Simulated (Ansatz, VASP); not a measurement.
**One calculation of CoO, two programs**

INCAR

```
SYSTEM = CoO
PREC = Accurate
ENCUT = 520
EDIFF = 1E-7
ISMEAR = -1
SIGMA = 0.05
LREAL = .False.
LASPH = .True.
NELM = 120
ALGO = Normal
ISIF = 2
LWAVE = .False.
LCHARG = .False.
ISPIN = 2
MAGMOM = 2 0
LORBIT = 11
LMAXMIX = 4
GGA = PS
NBANDS = 18
```

The input KPOINTS:

```
Automatic mesh
0
Gamma
  11 11 11
  0 0 0
```

The input POSCAR:

```
CoO
1.0
    0.0000000000      2.1733047310      2.1733047310
    2.1733047310      0.0000000000      2.1733047310
    2.1733047310      2.1733047310      0.0000000000
Co O
1 1
Direct
    0.0000000000      0.0000000000      0.0000000000
    0.5000000000      0.5000000000      0.5000000000
```

Contents of input.yaml:

```yaml
crystal:
  lattice:
    - [0.0, 2.173304731, 2.173304731]
    - [2.173304731, 0.0, 2.173304731]
    - [2.173304731, 2.173304731, 0.0]
  atoms:
    - { symbol: Co, position: [0.0, 0.0, 0.0], spin: 2.0 }
    - { symbol: O, position: [0.5, 0.5, 0.5] }
hamiltonian:
  xc: pbesol
  pseudopotentials: { kind: paw }
magnetization:
  spin_polarized: true
kpoints:
  mp_grid: { grid: [11, 11, 11] }
scf:
  occupations: { method: fermi_dirac, width: 0.05 }
output:
  forces: true
  stress: true
  eigenvalues: true
```

Change from the starting cell: volume scaled by 1.06.

Alike in both runs: task single point; functional PBEsol; k mesh 11 × 11 × 11; occupations fermi-dirac, width 0.05 eV; collinear spin, ferromagnetic start.

|  | VASP | Ansatz |
| --- | --- | --- |
| version | VASP 6.6.1 | Ansatz 0.2.0 |
| potentials or method | VASP PAW PBE potentials, release 64 (Co, O) | Ansatz PAW |
| plane-wave cutoff (eV) | 520 | 420 |
| valence electrons in the cell | 15 | 23 |

```csv
,VASP,Ansatz,Ansatz less VASP
gap on the k mesh at the Fermi level (eV),none,none,-
pressure (GPa),-19.2,-18.9,+0.30
net moment per atom (μB),1.50,1.50,+0.002
size of the moment on the site where the two differ most (μB),2.61,2.54,-0.067
```

Site moments also hang on the region over which each program counts them. A gap of «none» marks a metal or a gap that the smearing closes. The two sets of potentials don't hold the same shells in valence.

Caveats: a cell with one magnetic atom can't hold antiferromagnetic order, which such compounds often take; semilocal functionals often make such compounds metallic where correlation or magnetic order opens a gap, which also shifts bond lengths; the PAW data sets were made with another functional, which shifts forces and pressure a little (VASP); the pressure holds a Pulay correction of +0.7 GPa for the finite cutoff (Ansatz); the PAW data sets come from PBE, with cores solved anew for the run's functional, which leaves a small shift of forces and pressure (Ansatz).
